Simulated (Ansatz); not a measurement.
## Levels of theory for PtS2 (P-3m1)

All numbers come from the plane-wave code Ansatz. Non-magnetic throughout; all numbers are computed.

A 3-atom cell of PtS2 started from a crystallographic database, relaxed with r2SCAN+rVV10. It is trigonal, P-3m1 (No. 164); conventional cell a = 3.553 Å, c = 5.123 Å, 18.66 Å³ an atom. Around Pt lie 6 S at 2.39 Å; around S lie 3 Pt at 2.39 Å.

```
Pt S
1.0
     3.55262    0.00000    0.00000
    -1.77631    3.07666    0.00000
     0.00000    0.00000    5.12283
Pt S
1 2
Cartesian
  0.0000 0.0000 0.0000
  0.0000 2.0511 1.2257
  1.7763 1.0256 3.8972
```

Relaxed lattice by functional, symmetry kept:
```json
{"functional": "PBE-D3(BJ)", "k mesh": "12×12×6", "a (Å)": "3.583", "c (Å)": "4.661", "volume (Å³/atom)": "17.27"}
{"functional": "r2SCAN+rVV10", "k mesh": "12×12×6", "a (Å)": "3.553", "c (Å)": "5.123", "volume (Å³/atom)": "18.66"}
{"functional": "PBE-D4", "k mesh": "12×12×6", "a (Å)": "3.584", "c (Å)": "4.685", "volume (Å³/atom)": "17.37"}
```

On this one geometry the levels give:
```tsv
level	k mesh	gap (eV)	kind	edges	least direct gap (eV)	rough cost
LDA	12×12×6	0.49	indirect	(0, 0.169, 0.188) → (0, 0.281, 0.299)	0.80	7 core-seconds
PBE+SOC	12×12×6	0.67	indirect	(0, 0.169, 0.188) → (0, 0.281, 0.299)	0.96	50 core-seconds
r2SCAN	12×12×6	0.79	indirect	(0, 0.169, 0.188) → (0, 0.281, 0.299)	1.11	15 core-seconds
r2SCANh	6×6×4	1.23	indirect	Γ → (0, 0.281, 0.299)	1.61	3 core-minutes
HSE06	6×6×4	1.21	indirect	Γ → (0, 0.281, 0.299)	1.68	2.1 core-minutes
HSE06+SOC	6×6×4	1.29	indirect	Γ → (0, 0.281, 0.299)	1.75	11 core-minutes
DDH-PBE0	6×6×4	0.91	indirect	(0, 0.169, 0.188) → (0, 0.281, 0.299)	1.22	4 core-minutes
PBE0	6×6×4	1.84	indirect	Γ → (0, 0.281, 0.299)	2.31	2.2 core-minutes
r2SCAN0	6×6×4	1.93	indirect	Γ → (0, 0.281, 0.299)	2.42	3 core-minutes
```
PBE+SOC, HSE06+SOC: smearing of 0.02 eV; the others have fixed occupations.
Wave cutoffs: 420 eV, 500 eV (r2SCAN, r2SCANh, r2SCAN0).
Points off the special ones are mesh points or PBE's searched band edges, reused at the other levels. PBE's own run along the path (0.71 eV) came before the search for the edges and missed one, so it isn't listed.
Costs come from shared machines and give only the order. The runs had 2 threads of Arm Neoverse V1, on a shared host.

HSE06 gives an indirect gap of 1.21 eV, from Γ to k = (0, 0.281, 0.299); the least direct gap is 1.68 eV at k = (0, 0.281, 0.299). Spin-orbit coupling changes the HSE06 gap by +0.08 eV, to 1.29 eV.

Spin-orbit coupling moves the least or the direct gap by up to 0.08 eV, so it is at the margin where a tenth of an eV counts. All these functionals give a gap of the same kind, indirect.

Only the levels marked +SOC include spin-orbit coupling.

Gaps or overlaps of about a tenth of an eV are at the limit of these meshes: between the points read a gap can be smaller or closed.

Coordinates of k points refer to the reciprocal vectors of the primitive cell of the runs.

The meshes of the hybrids are coarse, so their gaps aren't converged to the digits shown.
